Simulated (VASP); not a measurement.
## VASP inputs for GaN

INCAR, step 1 (ground state)

```
ISMEAR = 0
LREAL = .FALSE.
ENCUT = 500
PREC = Accurate
SIGMA = 0.01
EDIFF = 1E-7
LASPH = .TRUE.
LCHARG = .FALSE.
GGA = PE
NELM = 120
LWAVE = .TRUE.
```

INCAR, step 2 (empty bands)

```
LREAL = .FALSE.
ISTART = 1
ALGO = Exact
ENCUT = 500
ISMEAR = 0
LOPTICS = .TRUE.
LCHARG = .FALSE.
NELM = 1
EDIFF = 1E-7
GGA = PE
SIGMA = 0.01
PREC = Accurate
LWAVE = .TRUE.
LASPH = .TRUE.
NBANDS = 77
```

INCAR, step 3 (GW)

```
LWAVE = .FALSE.
LASPH = .TRUE.
ISTART = 1
PREC = Accurate
ENCUT = 500
GGA = PE
NBANDS = 77
NELMGW = 1
NELM = 120
SIGMA = 0.01
ENCUTGW = 120
LREAL = .FALSE.
NBANDSGW = 17
ISMEAR = 0
NOMEGA = 64
PRECFOCK = Fast
ALGO = EVGW0
ENCUTGWSOFT = 120
EDIFF = 1E-7
LCHARG = .FALSE.
```

KPOINTS

```
KPOINTS created by Atomic Simulation Environment
0
Gamma
6 6 6
0 0 0
```

POSCAR

```
Ga N
 1.0000000000000000
     0.0000000000000000    2.2500000000000000    2.2500000000000000
     2.2500000000000000    0.0000000000000000    2.2500000000000000
     2.2500000000000000    2.2500000000000000    0.0000000000000000
 Ga  N
   1   1
Cartesian
  0.0000000000000000  0.0000000000000000  0.0000000000000000
  1.1250000000000000  1.1250000000000000  1.1250000000000000
```

VASP ran with the GW set of PAW datasets (18 valence electrons in the cell).

Q: Estimate the main results of this run.

A: PBE gap on the mesh 1.76 eV; G₀W₀ gap on the mesh 2.88 eV.
